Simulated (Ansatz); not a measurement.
# Cu (P6_3/mmc) in Ansatz: settings compared

One crystal, Cu, is run at these levels: PBEsol, RPBE; tasks: relaxation of cell and atoms.

Program: Ansatz 0.2.0. These are calculated values, not measurements. Logs are shortened: lines on timing, memory, paths and dates and some standing lists are left out, and cuts for length are marked.

## 1. The structure

Symmetry: P6_3/mmc, No. 194, hexagonal system. Conventional cell: a = 2.534 Å, b = 2.534 Å, c = 4.113 Å, α = 90.00°, β = 90.00°, γ = 120.00°. Cu (site symmetry -6m2) is surrounded by 12 Cu at 2.52 to 2.53 Å.

This isn't the form of Cu at room conditions, which is fcc.

## 2. Relaxation of cell and atoms, PBEsol

input.yaml reads:

```yaml
crystal:
  lattice:
    - [2.5340966698, 0.0, 0.0]
    - [-1.2670483349, 2.1945920917, 0.0]
    - [0.0, 0.0, 4.112571]
  atoms:
    - { symbol: Cu, position: [0.6666666667, 0.3333333333, 0.75] }
    - { symbol: Cu, position: [0.3333333333, 0.6666666667, 0.25] }
hamiltonian:
  xc: pbesol
  pseudopotentials: { kind: paw }
kpoints:
  mp_grid: { grid: [12, 12, 7] }
scf:
  occupations: { method: fermi_dirac, width: 0.05 }
output:
  forces: true
  stress: true
  eigenvalues: true
relax:
  f_tol: 0.01
  max_steps: 40
  cell: { stress_tol: 0.05 }
```

Potentials or basis: Ansatz PAW.

Run with:

```console
$ ansatz run input.yaml --threads 2 --pin off --max-ram 5632MiB --backend cpu --events-out ev --progress --plain --runs-dir out
```

What it wrote:

```text
Warning: RAYON_NUM_THREADS=2 ignored (pool sized by the plan → 2); use --threads N
Engine: ansatz 0.2.0, aarch64-unknown-linux-gnu
Pseudopotentials: kind: paw
Pseudopotential: Cu, paw, valence charge 19, recommended cutoff 420 eV (normal), Cu.paw.azcp
Functional definition: PBEsol
  exchange = pbesol_x
  correlation = pbesol_c
Crystal: 2 atoms, lattice volume = 22.871 Å³
Basis set: ecut = 420 eV, 451 PW (Γ), exchange–correlation on 36×36×60 points (8 copies of the dense FFT grid, shifted against one another)
Bands: 23, of which v1, the nominal top of the filled ones, is band 19 counted from 1 (18 counted from 0)
Symmetry: 24 space group operations
Space group: P63/mmc (ITA 194), of the structure as read, at distance tolerance 2.8e-5 Å
k-points: 76 of 1008
Non-local potential: Cu, projectors of the file, l = 0: 3, l = 1: 2, l = 2: 3, l = 3: 1
PAW form: soft (Blöchl's): semilocal exchange-correlation on the pseudo side does not see the compensation charge
PAW frozen core: Cu, regenerated for the run's functional, and the local potential with it (the file was generated under x = pbe(κ = 0.804, μ = 0.2195149727645171), c = pbe(β = 0.06672455060314922))
PAW one-centre angular grid: Cu, 590 points (default); XC on 64 Gauss nodes
Initial density: superposition of atomic densities (neutral atoms: chi_scale 0, normalization atom), corrected by the library's trained network
Initial wavefunctions: pseudopotential atomic-orbital guess
Functional: x = pbesol(κ = 0.804, μ = 0.12345679012345678), c = pbesol(β = 0.046)
SCF iter   1: F=—  HF=-13177.526655 eV  |F-HF|=—  |Δ(HF+E_count)|=         —  Δρ=2.15e-2  dr2=5.49e-2  ethr=1.77e-3  ⟨swp⟩=5.5  Hψ=6592  notcnv=0
preconditioner: auto → none  [metal: Δε(μ)=0.008 eV  Ē_g=11.005 eV  σ=0.050 eV  W_gap=0.04  n_scr=8 (ndim 8)  ℏωp=36.4 eV  f_vac=0.000  D(μ)=1.06/eV (n_scr^D=8)  sad-step TF]
SCF iter   2: F=—  HF=-13177.515107 eV  |F-HF|=—  |Δ(HF+E_count)|=   1.15e-2  Δρ=5.38e-3  dr2=3.78e-3  ethr=1.44e-4  ⟨swp⟩=2.5  Hψ=3228  notcnv=0  defer=7
SCF iter   3: F=—  HF=-13177.514387 eV  |F-HF|=—  |Δ(HF+E_count)|=   7.21e-4  Δρ=1.40e-3  dr2=2.51e-4  ethr=9.94e-6  ⟨swp⟩=1.1  Hψ=1745  notcnv=0  defer=7
SCF iter   4: F=—  HF=-13177.514301 eV  |F-HF|=—  |Δ(HF+E_count)|=   8.56e-5  Δρ=8.55e-5  dr2=6.46e-7  ethr=6.61e-7  ⟨swp⟩=2.3  Hψ=2513  notcnv=0  defer=7
SCF iter   5: F=—  HF=-13177.514298 eV  |F-HF|=—  |Δ(HF+E_count)|=   2.67e-6  Δρ=8.97e-6  dr2=3.34e-9  ethr=1.70e-9  ⟨swp⟩=2.0  Hψ=2676  notcnv=0  defer=7
SCF iter   6: F=-13177.514298 eV  HF=-13177.514298 eV  |F-HF|=2.36e-11  |Δ(HF+E_count)|=   5.84e-9  Δρ=5.99e-7  dr2=3.74e-11  ethr=8.79e-12  ⟨swp⟩=2.1  Hψ=5812  notcnv=0
SCF 1 converged in 6 iterations: F = -13177.514298 eV  dr2 = 3.74e-11
relax step   1: F+E_penalty+E_count = -13177.51429843 eV  Δ(F+E_penalty+E_count) = +0.000e0 eV  max|allowed force component| = 2.776e-17 eV/Å  Δτ_max = 0.0000 Å  P = -1.422 GPa  Ω = 22.871 Å³  (6 SCF iters, dr2 threshold 1.00e-7 eV, accepted)
Crystal: 2 atoms, lattice volume = 22.772 Å³
Initial density: handed on by an earlier stage of this run
Initial wavefunctions: those handed on with the density
iter 1 solved again at ethr=1.27e-6 eV; its pass at ethr=3.10e-3 eV (dr2=4.83e-4 eV) is discarded
SCF iter   1: F=—  HF=-13177.515174 eV  |F-HF|=—  |Δ(HF+E_count)|=         —  Δρ=1.80e-3  dr2=4.67e-4  ethr=1.27e-6  ⟨swp⟩=2.3  Hψ=8088  notcnv=0
preconditioner: auto → none  [metal: Δε(μ)=0.043 eV  Ē_g=11.122 eV  σ=0.050 eV  W_gap=0.21  n_scr=8 (ndim 8)  ℏωp=36.5 eV  f_vac=0.000  D(μ)=1.01/eV (n_scr^D=2)]
SCF iter   2: F=—  HF=-13177.515079 eV  |F-HF|=—  |Δ(HF+E_count)|=   9.43e-5  Δρ=1.44e-4  dr2=1.81e-6  ethr=1.23e-6  ⟨swp⟩=2.2  Hψ=2356  notcnv=0
SCF iter   3: F=—  HF=-13177.515070 eV  |F-HF|=—  |Δ(HF+E_count)|=   9.06e-6  Δρ=1.02e-4  dr2=1.91e-6  ethr=4.76e-9  ⟨swp⟩=2.0  Hψ=3198  notcnv=0
iter 4 did not close the SCF: its close was put off for the readings that it lacked (scf_convergence_deferred on its scf_iter line)
SCF iter   4: F=-13177.515070 eV  HF=-13177.515070 eV  |F-HF|=2.21e-8  |Δ(HF+E_count)|=   5.01e-7  Δρ=1.26e-5  dr2=7.16e-9  ethr=4.76e-9  ⟨swp⟩=2.1  Hψ=2353  notcnv=0
iter 5 did not close the SCF: its close was put off for the readings that it lacked (scf_convergence_deferred on its scf_iter line)
SCF iter   5: F=-13177.515070 eV  HF=-13177.515070 eV  |F-HF|=7.97e-10  |Δ(HF+E_count)|=   2.98e-8  Δρ=1.80e-6  dr2=4.04e-10  ethr=1.88e-11  ⟨swp⟩=2.0  Hψ=3199  notcnv=0
SCF iter   6: F=-13177.515070 eV  HF=-13177.515070 eV  |F-HF|=3.64e-12  |Δ(HF+E_count)|=  1.58e-10  Δρ=1.28e-7  dr2=1.34e-12  ethr=1.06e-12  ⟨swp⟩=1.1  Hψ=4693  notcnv=0
SCF 2 converged in 6 iterations: F = -13177.515070 eV  dr2 = 1.34e-12
[... 27 lines left out ...]
SCF 4 converged in 6 iterations: F = -13177.515410 eV  dr2 = 1.36e-15
relax step   4: F+E_penalty+E_count = -13177.51541048 eV  Δ(F+E_penalty+E_count) = +1.155e-7 eV  max|allowed force component| = 6.939e-18 eV/Å  Δτ_max = 0.0000 Å  P = +0.008 GPa  Ω = 22.669 Å³  energy of the carried Pulay correction = +1.507e-4 eV  (6 SCF iters, dr2 threshold 1.64e-8 eV, accepted)
Initial wavefunctions: pseudopotential atomic-orbital guess (no wavefunctions were taken with the density)
iter 1 solved again at ethr=8.14e-10 eV; its pass at ethr=3.10e-3 eV (dr2=3.09e-7 eV) is discarded
SCF iter   1: F=—  HF=-13177.515254 eV  |F-HF|=—  |Δ(HF+E_count)|=         —  Δρ=2.35e-5  dr2=1.53e-8  ethr=8.14e-10  ⟨swp⟩=4.3  Hψ=12872  notcnv=0
SCF iter   2: F=—  HF=-13177.515252 eV  |F-HF|=—  |Δ(HF+E_count)|=   2.37e-6  Δρ=1.38e-5  dr2=1.71e-8  ethr=4.02e-11  ⟨swp⟩=2.0  Hψ=3193  notcnv=0
SCF iter   3: F=—  HF=-13177.515252 eV  |F-HF|=—  |Δ(HF+E_count)|=   3.26e-9  Δρ=4.65e-6  dr2=1.39e-9  ethr=4.02e-11  ⟨swp⟩=2.1  Hψ=2203  notcnv=0
iter 4 did not close the SCF: its close was put off for the readings that it lacked (scf_convergence_deferred on its scf_iter line)
SCF iter   4: F=-13177.515252 eV  HF=-13177.515252 eV  |F-HF|=1.09e-11  |Δ(HF+E_count)|=  3.24e-10  Δρ=5.12e-7  dr2=1.25e-11  ethr=3.66e-12  ⟨swp⟩=2.0  Hψ=2816  notcnv=0
iter 5 did not close the SCF: its close was put off for the readings that it lacked (scf_convergence_deferred on its scf_iter line)
SCF iter   5: F=-13177.515252 eV  HF=-13177.515252 eV  |F-HF|=3.64e-12  |Δ(HF+E_count)|=  1.09e-11  Δρ=2.56e-8  dr2=6.16e-14  ethr=1.00e-12  ⟨swp⟩=1.0  Hψ=1748  notcnv=0
iter 6 did not close the SCF: its close was put off for the readings that it lacked (scf_convergence_deferred on its scf_iter line)
SCF iter   6: F=-13177.515252 eV  HF=-13177.515252 eV  |F-HF|=1.82e-12  |Δ(HF+E_count)|=  5.46e-12  Δρ=3.49e-9  dr2=8.56e-16  ethr=1.00e-12  ⟨swp⟩=1.0  Hψ=1748  notcnv=0
iter 7 did not close the SCF: its close was put off for the readings that it lacked (scf_convergence_deferred on its scf_iter line)
SCF iter   7: F=-13177.515252 eV  HF=-13177.515252 eV  |F-HF|=1.82e-12  |Δ(HF+E_count)|=  5.46e-12  Δρ=1.20e-10  dr2=1.22e-18  ethr=1.00e-12  ⟨swp⟩=1.0  Hψ=1748  notcnv=0
SCF iter   8: F=-13177.515252 eV  HF=-13177.515252 eV  |F-HF|=3.64e-12  |Δ(HF+E_count)|=  1.82e-12  Δρ=2.00e-11  dr2=3.55e-20  ethr=1.00e-12  ⟨swp⟩=1.5  Hψ=3960  notcnv=0
SCF 5 converged in 8 iterations: F = -13177.515252 eV  dr2 = 3.55e-20
relax step   5: F+E_penalty+E_count = -13177.51525191 eV  Δ(F+E_penalty+E_count) = +1.586e-4 eV  max|allowed force component| = 9.252e-18 eV/Å  Δτ_max = 0.0000 Å  P = +0.017 GPa  Ω = 22.669 Å³  stress off target by 3.89e-2 GPa  SCF on the basis re-selected at this cell (its energy is not comparable with the rows above)  (8 SCF iters)
basis re-selected at this cell: Δ(F+E_penalty+E_count) = +1.586e-4 eV, ΔP = +0.009 GPa vs the last step (what re-selecting the basis moved, of the pressure what is left beyond the Pulay correction that the steps carried, after the strain that the cell walked since its last selection, with what the two solves' SCF thresholds leave and, on support functions, any second-order correction that the steps lacked; it is no measure of the basis error at this ecutwfc). This SCF's stress stands 3.89e-2 GPa from its target on what of the cell is left free (relax.cell.stress_tol is 5.00e-2 GPa) and its largest allowed force component is 9.25e-18 eV/Å (relax.f_tol is 1.00e-2 eV/Å): within both
SCF converged after 8 iterations
Free energy (F): -13177.515252 eV
Harris-Foulkes:  -13177.515252 eV  (|F-HF|=3.64e-12)
Internal energy: -13177.507074 eV  (E = F + TS)
E sigma→0 (E₀):  -13177.511163 eV
Entropy (-TS):   -0.008178 eV (-4.089 meV/atom)
Fermi energy:    17.440650 eV
--- Per-component energies (eV) ---
  E_band       = -692.201619
  E_kinetic    = 601.264412
  E_local      = -7947.698980  (includes V_loc(G=0)·N_el)
  E_nonlocal   = 782.303662
  E_hartree    = 3500.382593
  E_xc         = -178.762818
  E_vxc        = -231.725652  (∫ρ·V_xc dr)
  E_paw        = -3251.738710  (= ΣΔE_a)
  E_vpaw       = -897.110750  (= ΣTr[D̂ρ^β])
  E_aug_tail   = 0.000502  (compensation charges beyond the density's cutoff)
  E_ewald      = -6683.670141
  E_core_change = 0.412404  (= ΣΔE_core)
  E_smearing   = -0.008178  (= −TS)
  E_closure    = 0.000000  (closes the sum)
  Σ components = -13177.515252   (vs F -13177.515252, Δ=0.00e0)
--- Forces (eV/Å), atoms counted from 1 ---
  atom   1  Cu     0.00000000     0.00000000     0.00000000
  atom   2  Cu     0.00000000    -0.00000000    -0.00000000
  max |Σ_I F_I| component: 4.63e-18 eV/Å
--- Stress (GPa, compression-positive) ---
        0.005732       0.000000      -0.000000
       -0.000000       0.005732      -0.000000
       -0.000000      -0.000000       0.038942
  P = ⅓ Tr σ = 0.0168 GPa (0.168 kbar)
--- Band table (eV; the first three rows and the last of 76) ---
  k-point 0: bands = ["-94.8617", "-94.8444", "-52.4444", "-52.3325", "-52.3325", "-52.3151", "-52.3130", "-52.3130", "7.7190", "12.1479", "14.3637", "14.4188", "14.4188", "14.6478", "14.6478", "14.9412", "14.9412", "15.7596", "15.7596", "16.3107", "21.4839", "39.1019", "39.5957"]
  k-point 1: bands = ["-94.8608", "-94.8453", "-52.4380", "-52.3316", "-52.3316", "-52.3215", "-52.3140", "-52.3140", "7.9117", "12.0250", "14.3242", "14.3824", "14.3824", "14.6082", "14.6082", "15.0307", "15.0307", "15.5546", "15.7488", "15.7488", "22.7316", "39.1021", "39.6466"]
  k-point 2: bands = ["-94.8584", "-94.8477", "-52.4202", "-52.3396", "-52.3289", "-52.3289", "-52.3167", "-52.3167", "8.4778", "11.4990", "14.2223", "14.3379", "14.3379", "14.5131", "14.5131", "14.5308", "15.2232", "15.2232", "15.7018", "15.7018", "25.3758", "35.8505", "39.2677"]
  k-point 75: bands = ["-94.8406", "-94.8406", "-52.4160", "-52.4160", "-52.3942", "-52.3858", "-52.3410", "-52.3410", "13.3826", "13.3826", "13.4394", "13.5332", "14.0673", "14.0673", "14.8923", "15.0470", "15.7806", "15.7806", "21.5222", "21.5222", "22.5099", "23.7949", "24.7421"]
--- Relaxed structure (4 steps of the walk, 4 accepted, 1 SCFs on fresh bases) ---
  F+E_penalty+E_count = -13177.51525191 eV   max|allowed force component| = 9.252e-18 eV/Å   (the final SCF, on the basis selected at the relaxed cell)
  cell:  # Å, volume = 22.6686 Å³
    - [2.524358446424242, -1.1462401213819288e-34, -3.4387203641457873e-34]
    - [-1.262179223212121, 2.1861585428612123, -2.0476649428480262e-19]
    - [-1.860226540842906e-34, -3.8372358551446535e-19, 4.107637458297137]
  atoms:
    - { symbol: Cu, position: [0.6666666666666666, 0.3333333333333333, 0.75] }
    - { symbol: Cu, position: [0.3333333333333333, 0.6666666666666666, 0.24999999999999997] }
```

Run time: 6.1 s. Hardware: 2 threads of Arm Neoverse V1, shared host; peak memory 0.32 GiB.

What came out:

```yaml
Free_energy: -13177.5153 eV
Relaxed_volume: 11.33 Å³/atom
Relaxed_cell: a = 2.524 Å, b = 2.524 Å, c = 4.108 Å, α = 90.00°, β = 90.00°, γ = 120.00°
Space_group_after_relaxing_to_0.05_Å: P6_3/mmc (No. 194)
Energy_gained_by_relaxing: 0.5 meV/atom
Ionic_steps: 5
Pressure_after_relaxing: 0.0 GPa
Band_gap_on_the_k_mesh: none (metal or under the smearing width)
```

The path:
| step | energy change (eV) | largest force (eV/Å) | volume (Å³) |
| --- | --- | --- | --- |
| 1 | 0.0000 | 0.0000 | 22.87 |
| 2 | -0.0008 | 0.0000 | 22.77 |
| 3 | -0.0011 | 0.0000 | 22.67 |
| 4 | -0.0011 | 0.0000 | 22.67 |
| 5 | -0.0010 | 0.0000 | 22.67 |

Final structure:
```
CELL_PARAMETERS angstrom
2.52436 0.00000 0.00000
-1.26218 2.18616 0.00000
0.00000 0.00000 4.10764
ATOMIC_POSITIONS crystal
Cu 0.66667 0.33333 0.75000
Cu 0.33333 0.66667 0.25000
```

Levels at points of the mesh, in eV from the Fermi level:
```tsv
k point	band 16	band 17	band 18	band 19	band 20	band 21	band 22	band 23
(0.00, 0.00, 0.00)	-2.50	-2.50	-1.68	-1.68	-1.13	4.04	21.66	22.16
(0.00, -0.50, 0.00)	-1.58	-1.53	-1.48	0.03	1.66	7.95	8.36	10.97
```

Caveat: the plane-wave basis is chosen anew once the cell has moved, so the energies of steps on either side of that aren't comparable; the PAW data sets come from PBE, with cores solved anew for the run's functional, which leaves a small shift of forces and pressure.

## 3. Relaxation of cell and atoms, RPBE

Edit input.yaml of step 2 so:

```diff
@@ -9,3 +9,3 @@
 hamiltonian:
-  xc: pbesol
+  xc: rpbe
   pseudopotentials: { kind: paw }
```

Potentials or basis: Ansatz PAW.

Run with:

```console
$ ansatz run input.yaml --threads 2 --pin off --max-ram 5632MiB --backend cpu --events-out ev --progress --plain --runs-dir out
```

Run time: 9.9 s. Hardware: 2 threads of Arm Neoverse V1, shared host; peak memory 0.33 GiB.

Results (log left out):

* Free energy: -13260.7078 eV
* Relaxed volume: 12.42 Å³/atom
* Relaxed cell: a = 2.606 Å, b = 2.606 Å, c = 4.226 Å, α = 90.00°, β = 90.00°, γ = 120.00°
* Space group after relaxing (to 0.05 Å): P6_3/mmc (No. 194)
* Energy gained by relaxing: 35.4 meV/atom
* Ionic steps: 8
* Pressure after relaxing: 0.0 GPa
* Band gap on the k mesh: none (metal or under the smearing width)

The path:
| step | energy change (eV) | largest force (eV/Å) | volume (Å³) |
| --- | --- | --- | --- |
| 1 | 0.0000 | 0.0000 | 22.87 |
| 2 | -0.0501 | 0.0000 | 23.76 |
| 3 | -0.0692 | 0.0000 | 24.70 |
| 4 | -0.0695 | 0.0000 | 24.85 |
| 5 | -0.0695 | 0.0000 | 24.87 |
| 6 | -0.0708 | 0.0000 | 24.87 |
| 7 | -0.0708 | 0.0000 | 24.85 |
| 8 | -0.0708 | 0.0000 | 24.85 |

Final structure:
```cif
data_structure
_symmetry_space_group_name_H-M 'P 1'
_symmetry_Int_Tables_number 1
_cell_length_a 2.6057
_cell_length_b 2.6057
_cell_length_c 4.2257
_cell_angle_alpha 90.000
_cell_angle_beta 90.000
_cell_angle_gamma 120.000
_cell_volume 24.85
loop_
_atom_site_label
_atom_site_type_symbol
_atom_site_fract_x
_atom_site_fract_y
_atom_site_fract_z
_atom_site_occupancy
Cu1 Cu 0.66667 0.33333 0.75000 1
Cu2 Cu 0.33333 0.66667 0.25000 1
```

Levels at points of the mesh, in eV from the Fermi level:
```tsv
k point	band 16	band 17	band 18	band 19	band 20	band 21	band 22	band 23
(0.00, 0.00, 0.00)	-2.31	-2.31	-1.60	-1.60	-0.81	3.66	20.82	20.82
(0.00, -0.50, 0.00)	-1.52	-1.46	-1.42	0.04	1.48	7.58	7.91	10.40
```

Caveat: the plane-wave basis is chosen anew once the cell has moved, so the energies of steps on either side of that aren't comparable; the PAW data sets come from PBE, with cores solved anew for the run's functional, which leaves a small shift of forces and pressure.
